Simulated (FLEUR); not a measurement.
**InAs: equation of state with AM05**

Crystal: InAs.

```
CELL_PARAMETERS angstrom
0.00000 3.01800 3.01800
3.01800 0.00000 3.01800
3.01800 3.01800 0.00000
ATOMIC_POSITIONS crystal
In 0.00000 0.00000 0.00000
As 0.75000 0.75000 0.75000
```

```yaml
Program: FLEUR MaX-R8.1 (later development tree)
Task: equation of state
Functional: AM05
Potentials_or_basis: all-electron
Basis: FLAPW
Kmax: 4.56 1/bohr
k_mesh: 8 × 8 × 8
Occupations: fermi-dirac, width 0.05 eV
Spin: no spin polarisation
Gmax: 14.1 1/bohr
Muffin-tin_radii: In 2.28, As 2.15 bohr
lmax: In 9, As 9
Local_orbitals_a_species: In 5, As 6
```

```yaml
Equilibrium_volume: 28.36 Å³/atom
Bulk_modulus: 55 GPa
Pressure_derivative_of_the_bulk_modulus: "4.3 (rough: it moves with the points fitted)"
```

Energy against volume, from the lowest point:
| volume (Å³/atom) | energy (meV/atom) |
| --- | --- |
| 25.840 | 44.88 |
| 26.389 | 26.29 |
| 27.489 | 4.49 |
| 28.588 | 0.00 |
| 29.138 | 3.22 |

Zero-point motion and thermal expansion aren't in these numbers.
